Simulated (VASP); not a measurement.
A run of VASP 6.6.1:

INCAR

```
SYSTEM = Ir
ALGO = Fast
EDIFF = 1E-6
ENCUT = 520
GGA = PS
ISIF = 2
ISMEAR = -1
LASPH = .True.
LCHARG = .False.
LREAL = .False.
LWAVE = .False.
NBANDS = 16
NELM = 80
PREC = Accurate
SIGMA = 0.1
```

KPOINTS

```
k-points
0
Gamma
  14 14 8
  0 0 0
```

File POSCAR:

```
Ir
1.0
    1.3798640000      2.3899920000      0.0000000000
   -1.3798640000      2.3899920000      0.0000000000
    0.0000000000      0.0000000000      4.3672400000
Ir
2
Direct
    0.3333300000      0.3333400000      0.2500000000
    0.6666600000      0.6666700000      0.7500000000
```

Potentials or basis: VASP PAW PBE potentials, release 64 (Ir).

Command:

```console
$ cat potpaw_PBE.64/Ir/POTCAR > POTCAR
$ mpirun -np 1 vasp_std > vasp.out
```

Hardware: 1 thread of Intel(R) Xeon(R) Platinum 8488C (Sapphire Rapids) (shared host).

Problem. Estimate the wall time of this run.

Solution. It took 72 s on 1 thread of Intel(R) Xeon(R) Platinum 8488C (Sapphire Rapids) (shared host), peak memory 0.24 GiB. Counts: scf iterations 17, k points 285.
